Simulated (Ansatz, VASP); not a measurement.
**Two plane-wave programs on BaS**

```
Ba S
1.0
     4.36573    0.00000    0.00000
    -2.18287    3.78084    0.00000
     0.00000    0.00000    3.97809
Ba S
1 1
Direct
  0.00000 0.00000 0.50000
  0.66667 0.33333 0.00000
```

Alike in both runs: functional PBE; k mesh 6 × 6 × 8; occupations gaussian, width 0.02 eV; no spin polarisation.

Ansatz relaxed the structure, and its values are those at the end. VASP's run is a single point on that final structure, the one shown.

```csv
,VASP,Ansatz
version,VASP 6.6.1,Ansatz 0.2.0
potentials or method,"VASP PAW PBE potentials, release 64 (Ba_sv, S)","scalar-relativistic, plane waves, PAW"
plane-wave cutoff (eV),520,420
valence electrons in the cell,16,16
```

```tsv
	VASP	Ansatz	Ansatz less VASP
gap on the k mesh at the Fermi level (eV)	1.97	2.04	+0.071
least direct gap on the mesh (eV)	1.97	2.04	+0.071
pressure (GPa)	0.6	0.0	-0.62
```

The functional is the same, so the differences come from potentials, cutoffs and numerics.

Caveats: spin-orbit coupling is left out, which moves the levels of the heavy elements. A k mesh can miss the band edges.
